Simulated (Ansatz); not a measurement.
TiO₂ under strain — ⁴⁷Ti NMR of the central transition

Cell: an entry of the Crystallography Open Database (COD), relaxed with PBE at fixed cell and then changed (z stretched by 1 %).

```
Ti O
1.0
     4.51500    0.00000    0.00000
     0.00000    5.49700    0.00000
     0.00000    0.00000    4.98839
Ti O
4 8
Cartesian
  0.0000 0.9594 1.2471
  2.2575 1.7891 3.7413
  0.0000 4.5376 3.7413
  2.2575 3.7079 1.2471
  1.2208 2.0994 2.0936
  1.0367 0.6491 4.5878
  3.4783 0.6491 2.8948
  3.2942 2.0994 0.4006
  3.2942 3.3976 2.8948
  3.4783 4.8479 0.4006
  1.0367 4.8479 2.0936
  1.2208 3.3976 4.5878
```

Sites (sets of like atoms) are named by element and the number of their first atom in this list.

The numbers come from a DFT calculation in Ansatz (PBE, plane waves and PAW (field gradients read without the response of the frozen cores, which leaves them typically 4 to 6 % off), scalar-relativistic, 420 eV cutoff, Γ-centred 5×4×4 k-points, Fermi–Dirac smearing 0.02 eV).

⁴⁷Ti has I = 5/2 and Q = 302.0 mb (Pyykkö 2018); at 28.2 T its Larmor frequency is ν₀ = 67.8 MHz. Only the quadrupole interaction is simulated: positions count from each site's isotropic chemical shift, and shift anisotropy, dipolar and J coupling are left out.

Task: Simulate the second-order pattern (static powder, Gaussian broadening 9 kHz) of site Ti (6 O at 1.87–2.09 Å).

Result: The calculation gives C_Q = -19.6 MHz and η = 0.88, so ν_Q = 2.94 MHz and the centre of gravity lies at -628 ppm (-42.6 kHz).

```json
{"offset (kHz)": "-229.8", "height": "0"}
{"offset (kHz)": "-214.5", "height": "10"}
{"offset (kHz)": "-199.1", "height": "29"}
{"offset (kHz)": "-183.7", "height": "30"}
{"offset (kHz)": "-168.3", "height": "32"}
{"offset (kHz)": "-152.9", "height": "33"}
{"offset (kHz)": "-137.6", "height": "35"}
{"offset (kHz)": "-122.2", "height": "38"}
{"offset (kHz)": "-106.8", "height": "40"}
{"offset (kHz)": "-91.4", "height": "43"}
{"offset (kHz)": "-76.0", "height": "48"}
{"offset (kHz)": "-60.7", "height": "53"}
{"offset (kHz)": "-45.3", "height": "60"}
{"offset (kHz)": "-29.9", "height": "73"}
{"offset (kHz)": "-14.5", "height": "99"}
{"offset (kHz)": "0.9", "height": "96"}
{"offset (kHz)": "16.2", "height": "100"}
{"offset (kHz)": "31.6", "height": "52"}
{"offset (kHz)": "47.0", "height": "34"}
{"offset (kHz)": "62.4", "height": "30"}
{"offset (kHz)": "77.8", "height": "28"}
{"offset (kHz)": "93.1", "height": "25"}
{"offset (kHz)": "108.5", "height": "9"}
{"offset (kHz)": "123.9", "height": "0"}
```
